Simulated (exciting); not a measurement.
Write the native input for exciting (release sodium) that does the following.

| Item | Value |
| --- | --- |
| Task | band structure |
| Functional | RPBE |
| Potentials or basis | all-electron LAPW+lo, shipped species files, valence relativity iora* |
| rgkmax | 9 |
| k mesh | 11 × 11 × 11 |
| Occupations | fermi-dirac, width 0.05 eV |
| Spin | no spin polarisation |
| outputlevel | normal |
| gmaxvr (cutoff of density and potential) | 14 1/bohr |
| lmaxapw (and lmaxmat) | 10 |
| lmaxvr | 8 |
| nempty | 12 |
| Valence relativity | iora* |
| epsengy | 1e-05 Ha |
| epspot | 1e-05 Ha |
| maxscl | 60 |
| Muffin-tin radii | Nb 2.3 bohr |

Crystal: Nb.

```
Nb
1.0
    -1.66395    1.66395    1.66395
     1.66395   -1.66395    1.66395
     1.66395    1.66395   -1.66395
Nb
1
Cartesian
  0.0000 0.0000 0.0000
```

One way to write it, as run:

input.xml

```xml
<input>
  <title>Nb</title>
  <structure speciespath="./" tshift="false">
    <crystal scale="1">
      <basevect>-3.144409785071 3.144409785071 3.144409785071</basevect>
      <basevect>3.144409785071 -3.144409785071 3.144409785071</basevect>
      <basevect>3.144409785071 3.144409785071 -3.144409785071</basevect>
    </crystal>
    <species speciesfile="Nb.xml" rmt="2.3">
      <atom coord="0.000000000000 0.000000000000 0.000000000000"/>
    </species>
  </structure>
  <groundstate do="fromscratch" ngridk="11 11 11" rgkmax="9" gmaxvr="14" lmaxapw="10" lmaxmat="10" lmaxvr="8" stype="Fermi Dirac" swidth="0.00183747" nempty="12" ValenceRelativity="iora*" epsengy="1e-05" epspot="1e-05" maxscl="60" outputlevel="normal">
    <libxc exchange="XC_GGA_X_RPBE" correlation="XC_GGA_C_PBE"/>
  </groundstate>
  <properties>
    <bandstructure>
      <plot1d>
        <path steps="80">
          <point coord="0 0 0" label="G"/>
          <point coord="0.5 -0.5 0.5" label="H"/>
          <point coord="0 0 0.5" label="N"/>
          <point coord="0 0 0" label="G"/>
          <point coord="0.25 0.25 0.25" label="P"/>
          <point coord="0.5 -0.5 0.5" label="H" breakafter="true"/>
          <point coord="0.25 0.25 0.25" label="P"/>
          <point coord="0 0 0.5" label="N"/>
        </path>
      </plot1d>
    </bandstructure>
  </properties>
</input>
```

Potentials or basis: all-electron LAPW+lo, shipped species files, valence relativity iora*.

Command:

```console
$ OMP_NUM_THREADS=1 exciting_smp
```

It gave:

```yaml
Band_gap_on_the_k_mesh: none (metal or under the smearing width)
All_electrons_inside_the_program's_atomic_spheres: Nb 38.40 (radii Nb 2.3 bohr)
```

Caveat: the log's total energy holds no entropy term; the free energy is that total less TS from the occupations.

Wall time 19 s on 1 thread of Arm Neoverse V2, with other jobs on the host, peak memory 0.1 GiB.
